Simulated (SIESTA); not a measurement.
# Hf (P6_3/mmc) in SIESTA: notebook, part 2 of 2

SIESTA 5.4.2. Earlier steps stand in the parts before.

## Step 3: Band structure, PBE (cell strained along z)

File Hf.fdf:

```
SystemName                      Hafnium
SystemLabel                     Hf
NumberOfSpecies                 1
NumberOfAtoms                   2
%block ChemicalSpeciesLabel
  1  72 Hf
%endblock ChemicalSpeciesLabel

LatticeConstant                 1.0 Ang
%block LatticeVectors
     3.1967000000     0.0000000000     0.0000000000
    -1.5983500000     2.7684234083     0.0000000000
     0.0000000000     0.0000000000     5.2601120000
%endblock LatticeVectors
AtomicCoordinatesFormat         Ang
%block AtomicCoordinatesAndAtomicSpecies
     1.5983500002     0.9228078027     3.9450840000  1
    -0.0000000002     1.8456156056     1.3150280000  1
%endblock AtomicCoordinatesAndAtomicSpecies

%block kgrid.MonkhorstPack
   10   0   0  0.0
    0  10   0  0.0
    0   0   5  0.0
%endblock kgrid.MonkhorstPack
XC.Functional                   GGA
XC.Authors                      PBE
PAO.BasisSize                   DZP
PAO.EnergyShift                 0.003 Ry
Mesh.Cutoff                     800 Ry
OccupationFunction              FD
ElectronicTemperature           0.05 eV
MaxSCFIterations                120
SCF.MustConverge                false
SCF.Mixer.Method                Pulay
SCF.Mixer.Weight                0.25
SCF.Mixer.History               8
SCF.DM.Tolerance                5.0e-05
SCF.H.Tolerance                 1.0e-03 eV
WriteForces                     true
Charge.Mulliken                 end
BandLinesScale                  ReciprocalLatticeVectors
%block BandLines
    1    0.000000   0.000000   0.000000  \Gamma
   11    0.500000   0.000000   0.000000  M
    7    0.333333   0.333333   0.000000  K
   13    0.000000   0.000000   0.000000  \Gamma
    6    0.000000   0.000000   0.500000  A
   11    0.500000   0.000000   0.500000  L
    7    0.333333   0.333333   0.500000  H
   13    0.000000   0.000000   0.500000  A
    1    0.500000   0.000000   0.500000  L
    6    0.500000   0.000000   0.000000  M
    1    0.333333   0.333333   0.000000  K
    6    0.333333   0.333333   0.500000  H
%endblock BandLines
%block PAO.Basis
  Hf 5
  n=5 0 2
    3.241 0.000
  n=6 0 2
    8.163 0.000
  n=5 1 2
    3.929 0.000
  n=6 1 1
    8.163
  n=5 2 2
    7.906 0.000
%endblock PAO.Basis
```

Potentials or basis: PseudoDojo 0.4 standard (PBE files), DZP (energy shift 0.003 Ry; two zetas on semicore shells).

Run with:

```console
$ siesta Hf.fdf > Hf.out 2>&1
```

Hf.out:

```text
Version         : 5.4.2

[... 6 lines left out ...]
 NOTE: Please see the manual for full details and compatibility measures.

reinit: Reading from file Hf.fdf

reinit: -----------------------------------------------------------------------
reinit: System Name: Hafnium
reinit: -----------------------------------------------------------------------
reinit: System Label: Hf
reinit: -----------------------------------------------------------------------

initatom: Reading input for the pseudopotentials and atomic orbitals ----------
Species number:   1 Atomic number:   72 Label: Hf

Ground state valence configuration (from tables):   6s02  6p00  5d02  5f00

---- Processing specs for species: Hf
Reading pseudopotential information in PSML from:
  Hf.psml
PSML file version: 1.1
Using libxc ids:  101 130
GGA--PBE XC_GGA_X_PBE--XC_GGA_C_PBE pb
Semicore shell(s) with  8 electrons included in the valence for Hf

---- Pseudopotential check for Hf

Pseudized shells:
5s( 2.00) rc: 1.70
5p( 6.00) rc: 1.70
5d( 2.00) rc: 1.70
5f( 0.00) rc: 2.40
Valence configuration for ps generation: 5s:5p:5d:6s: Total charge:  12.000000
[... 479 lines left out ...]
siesta:     0.009113    0.000003   -0.000000
siesta:     0.000003    0.009116    0.000000
siesta:    -0.000000   -0.000000    0.040556

siesta: Cell volume =         46.551040 Ang**3

siesta: Pressure (static):
siesta:                Solid            Molecule  Units
siesta:          -0.00021342         -0.00021342  Ry/Bohr**3
siesta:          -0.01959526         -0.01959523  eV/Ang**3
siesta:         -31.39507120        -31.39502740  kBar

Basis Enthalpy Calculation:
    Basis Pressure for species 1(Hf) :      0.2000000 GPa

    Orbital volume contribution        =           3.134853 eV
    (Free)E + p_basis*V_orbitals       =       -3066.545106 eV
    (Free)Eharris+ p_basis*V_orbitals  =       -3066.545106 eV

mulliken: Atomic and Orbital Populations:

Species: Hf
Atom  Qatom  Qorb
               5s      5s      6s      6s      5py     5pz     5px     5py
               5pz     5px     6py     6pz     6px     5dxy    5dyz    5dz2
               5dxz    5dx2-y2 5dxy    5dyz    5dz2    5dxz    5dx2-y2
   1 12.000   1.830   0.039   0.771  -0.128   1.909   1.911   1.909   0.078
              0.077   0.078   0.214   0.210   0.214   0.742   0.573   0.769

              0.573   0.742  -0.121  -0.072  -0.125  -0.072  -0.121
   2 12.000   1.830   0.039   0.771  -0.128   1.909   1.911   1.909   0.078
              0.077   0.078   0.214   0.210   0.214   0.742   0.573   0.769

              0.573   0.742  -0.121  -0.072  -0.125  -0.072  -0.121

mulliken: Qtot =       24.000

Mulliken Atomic Populations:
Atom #   charge [q] valence [e]  Species
     1    -0.000000   12.000000  Hf
     2     0.000000   12.000000  Hf
 Total     0.000000

Job completed
```

It took 44 s on 1 thread of AMD EPYC 9R45 (Zen 5), shared host; peak memory 0.37 GiB.

Results:

* Free energy: -3069.6800 eV
* Pressure: -3.1 GPa
* Band gap on the k mesh: none (metal or under the smearing width)

Stress tensor (GPa, compression positive):
```
-1.46  0.00  0.00
 0.00 -1.46  0.00
 0.00  0.00 -6.50
```

Levels at the corners of the path, in eV from the Fermi level:
| point | band 8 | band 9 | band 10 | band 11 | band 12 | band 13 | band 14 | band 15 | band 16 | band 17 |
| --- | --- | --- | --- | --- | --- | --- | --- | --- | --- | --- |
| Γ | -30.32 | -7.27 | -3.74 | 0.22 | 1.06 | 1.23 | 1.23 | 1.96 | 1.96 | 2.93 |
| M | -30.41 | -3.27 | -2.64 | -2.17 | -0.71 | 0.64 | 1.04 | 1.39 | 5.89 | 6.00 |
| K | -30.63 | -1.92 | -1.66 | -1.66 | -1.35 | 0.29 | 0.29 | 1.81 | 4.92 | 4.92 |
| Γ | -30.32 | -7.27 | -3.74 | 0.22 | 1.06 | 1.23 | 1.23 | 1.96 | 1.96 | 2.93 |
| A | -30.36 | -5.48 | -5.48 | -0.02 | -0.02 | 1.20 | 1.20 | 1.20 | 1.20 | 4.63 |
| L | -30.49 | -3.30 | -3.30 | -1.04 | -1.04 | 1.13 | 1.13 | 2.80 | 2.80 | 5.91 |
| H | -30.47 | -1.64 | -1.64 | -1.37 | -1.37 | -0.23 | -0.23 | 2.43 | 2.43 | 5.27 |
| A | -30.36 | -5.48 | -5.48 | -0.02 | -0.02 | 1.20 | 1.20 | 1.20 | 1.20 | 4.63 |
| L | -30.49 | -3.30 | -3.30 | -1.04 | -1.04 | 1.13 | 1.13 | 2.80 | 2.80 | 5.91 |
| M | -30.41 | -3.27 | -2.64 | -2.17 | -0.71 | 0.64 | 1.04 | 1.39 | 5.89 | 6.00 |
| K | -30.63 | -1.92 | -1.66 | -1.66 | -1.35 | 0.29 | 0.29 | 1.81 | 4.92 | 4.92 |
| H | -30.47 | -1.64 | -1.64 | -1.37 | -1.37 | -0.23 | -0.23 | 2.43 | 2.43 | 5.27 |

Caveat: short orbitals over semicore shells can move pressures by several GPa; spin-orbit coupling is left out, which moves the levels of the heavy elements; the basis of atomic orbitals isn't converged, which shifts pressures, moduli and gaps.
